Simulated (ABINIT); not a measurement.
Runs of ABINIT 10.8.3 (patched build) on WS2. The cell holds a slab with vacuum, 3 atoms: a = 3.184 Å, b = 3.184 Å, c = 16.951 Å, α = 90.00°, β = 90.00°, γ = 120.00°. 

| task | potentials or basis | cell | k mesh | cutoff (eV) | smearing | cell freedom (optcell) | optimiser (ionmov) | cutoff smearing ecutsm (Ha) | force stop (Ha/bohr) | fine-grid cutoff | gap on the mesh (eV) | relaxed volume (Å³/atom) | largest force (eV/Å) |
| --- | --- | --- | --- | --- | --- | --- | --- | --- | --- | --- | --- | --- | --- |
| relaxation of cell and atoms | PseudoDojo NC SR LDA v0.4.1 standard | relaxed | 8 × 8 × 2 | 952 | fermi-dirac 0.05 eV | 2 | 2 | 0.5 | 2e-05 | - | 2.33 | (b) | - |
| single point | PseudoDojo NC SR LDA v0.4.1 standard | as given | 8 × 8 × 2 | 816 | fermi-dirac 0.05 eV | - | - | - | - | - | 2.05 | - | 0.43 |
| relaxation of cell and atoms | JTH PAW LDA v2.0 | relaxed | 8 × 8 × 2 | 544 | fermi-dirac 0.05 eV | 2 | 2 | 0.5 | 2e-05 | 1088.46 eV | 2.32 | (a) | - |
| phonons at a zone-boundary q | PseudoDojo NC SR LDA v0.4.1 standard | as given | 8 × 8 × 2, shifted | 816 | fixed | - | - | - | - | - | - | - | 0.43 |
| effective masses | PseudoDojo NC SR LDA v0.4.1 standard | as given | 7 × 7 × 1 | 816 | fixed | - | - | - | - | - | - | - | 0.43 |
| Berry-phase polarisation | JTH PAW LDA v2.0 | as given | 8 × 8 × 2 | 544 | fixed | - | - | - | - | 1088.46 eV | - | - | 0.41 |

Alike in all rows: level LDA; no spin polarisation.

**Question.** Fill in the values left out.

**Answer.** (a) 47.86; (b) 47.74.

Caveats: spin-orbit coupling is left out, which moves the levels of the heavy elements (some runs); the masses are taken at a mesh point that needn't be the band's extremum (some runs).

A k mesh can miss the band edges, and the runs leave out spin-orbit coupling on W.

Not every run made on this cell is shown here.
